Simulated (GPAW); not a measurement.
## Al in GPAW: convergence with plane-wave cutoff (eV)

Crystal: Al.

```
Al
1.0
     4.54673    0.00000    0.00000
    -2.27336    3.93758    0.00000
     0.00000    0.00000    2.75393
Al
2
Direct
  0.33333 0.66667 0.50000
  0.66666 0.33334 0.50000
```

The cell was built by a generator and needn't be a form met in nature.

```yaml
Program: GPAW 26.7.0
Task: convergence study
Functional: LDA
Potentials_or_basis: the program's PAW data sets (release 1.2.1) made for this functional
Cutoff: 200 eV
Basis: pw
k_mesh: 5 × 5 × 7
Occupations: fermi-dirac, width 0.05 eV
Spin: no spin polarisation
```

These are the settings of the first run; the series varies plane-wave cutoff (eV), with any setting tied to it.

Hardware: 1 thread of Intel(R) Xeon(R) 6975P-C (Granite Rapids), on a shared host.

The values tried are 200, 250, 300, 350, 400, 500, 600, 800, 1000, loosest first. From which on does the energy stay within 1 meV/atom of the tightest run that finished?

From 350 on.

```csv
plane-wave cutoff (eV),"energy less the tightest run, at zero smearing (meV/atom)",SCF cycles,CPU time (s),peak memory (GiB)
200,4.48,9,2.2,0.12
250,2.39,9,2.8,0.12
300,1.35,9,2.7,0.13
350,0.91,9,3.1,0.13
400,0.70,9,3.5,0.13
500,0.39,9,4.2,0.14
600,0.22,9,5.2,0.15
800,0.05,9,7.3,0.17
1000,0.00,9,11,0.19
```

The tightest run that finished is the yardstick and may itself not be fully converged.
